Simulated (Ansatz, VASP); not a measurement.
**LiF in VASP and in Ansatz**

INCAR

```
SYSTEM = LiF
ALGO = Normal
EDIFF = 1E-7
ENCUT = 520
GGA = PE
ISIF = 2
ISMEAR = 0
LASPH = .TRUE.
LCHARG = .TRUE.
LELF = .TRUE.
LREAL = .FALSE.
LVHAR = .TRUE.
LWAVE = .FALSE.
NBANDS = 18
NELM = 80
PREC = Accurate
SIGMA = 0.05
```

Contents of KPOINTS:

```
k-points
0
G
  9 9 6
  0 0 0
```

File POSCAR:

```
LiF
1.0
    3.1427330808      0.0000000000      0.0000000000
   -1.5713665404      2.7216866853      0.0000000000
    0.0000000000      0.0000000000      4.8495514170
Li F
2 2
Direct
    0.3333333333      0.6666666667      0.3912714954
    0.6666666667      0.3333333333      0.8912714954
    0.3333333333      0.6666666667      0.9939266766
    0.6666666667      0.3333333333      0.4939266766
```

Input for Ansatz:

```yaml
crystal:
  lattice:
    - [3.1427330808, 0.0, 0.0]
    - [-1.5713665404, 2.7216866853, 0.0]
    - [0.0, 0.0, 4.849551417]
  atoms:
    - { symbol: Li, position: [0.3333333333, 0.6666666667, 0.3912714954] }
    - { symbol: Li, position: [0.6666666667, 0.3333333333, 0.8912714954] }
    - { symbol: F, position: [0.3333333333, 0.6666666667, 0.9939266766] }
    - { symbol: F, position: [0.6666666667, 0.3333333333, 0.4939266766] }
basis:
  ecutwfc: 520.0
kpoints:
  mp_grid: { grid: [9, 9, 6] }
hamiltonian:
  xc: pbe
scf:
  occupations: { method: gaussian, width: 0.05 }
output:
  forces: true
  stress: true
  eigenvalues: true
```

Alike in both runs: task single point; functional PBE; k mesh 9 × 9 × 6; occupations gaussian, width 0.05 eV; no spin polarisation.

|  | VASP | Ansatz |
| --- | --- | --- |
| version | VASP 6.6.1 | Ansatz 0.2.0 |
| potentials or method | VASP PAW PBE potentials, release 64 (Li_sv, F) | scalar-relativistic, plane waves, PAW |
| plane-wave cutoff (eV) | 520 | 520 |
| valence electrons in the cell | 20 | 20 |

Ansatz gave:

```
gap on the k mesh at the Fermi level (eV) : 7.53
least direct gap on the mesh (eV)         : 7.53
rms of the force components (eV/Å)        : 0.042
```

Task: Estimate VASP's values.

Result: gap on the k mesh at the Fermi level (eV): 7.52; least direct gap on the mesh (eV): 7.52; rms of the force components (eV/Å): 0.043.

Atom by atom the forces differ by 0.001 eV/Å (rms over components).

Caveats: an odd mesh through Γ misses points on the zone boundary, where band edges often lie.
